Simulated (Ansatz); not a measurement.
## Deforming ZnS

```
CELL_PARAMETERS angstrom
3.81100 0.00000 0.00000
-1.90550 3.30042 0.00000
0.00000 0.00000 6.23400
ATOMIC_POSITIONS crystal
Zn 0.33333 0.66667 0.00000
Zn 0.66667 0.33333 0.50000
S 0.33333 0.66667 0.38500
S 0.66667 0.33333 0.88500
```

Atoms are numbered in the order listed.

The cell is COD entry 9008878, as deposited and not checked against the literature; nothing was relaxed. It differs from other determinations.

The calculation used DFT, PBEsol, PAW with Ansatz's default frozen-core files, scalar-relativistic in Ansatz 0.2.0.

The runs use a Γ-centred 8×8×5 k mesh, Fermi–Dirac smearing of 0.03 eV, cutoff 420 eV, no spin polarisation; the PAW files were made with PBE, and the program remakes their frozen cores for this functional.

The unchanged cell is at -1.29 GPa.

Semilocal functionals give too small gaps.

x, y and z are the Cartesian axes of the cell as listed; fractional coordinates follow a strain, and an engineering shear is twice the off-diagonal strain component.

(1) One change gave: energy change +0.8 meV/atom; stress change (xx, yy, zz, yz, xz, xy) 0.02, 0.02, 0.01, 0.37, 0.37, 0.58 GPa, compression positive; change of the force on S4 (-0.107, -0.039, -0.002) eV/Å; gap on the k mesh 2.11 → 2.08 eV. Which change was it?
A. equal xy, yz and zx engineering shear strains of -1 %
B. equal xy, yz and zx engineering shear strains of +2 %
C. equal xy, yz and zx engineering shear strains of -3 %

Results:

(1) A. For equal xy, yz and zx engineering shear strains of -3 %: energy change +7.3 meV/atom; stress change (xx, yy, zz, yz, xz, xy) 0.18, 0.13, 0.07, 1.11, 1.11, 1.77 GPa, compression positive; change of the force on S4 (-0.344, -0.132, -0.021) eV/Å; gap on the k mesh 2.11 → 2.00 eV. For equal xy, yz and zx engineering shear strains of +2 %: energy change +3.1 meV/atom; stress change (xx, yy, zz, yz, xz, xy) 0.08, 0.06, 0.03, -0.72, -0.73, -1.15 GPa, compression positive; change of the force on S4 (0.195, 0.063, -0.009) eV/Å; gap on the k mesh 2.11 → 2.07 eV.
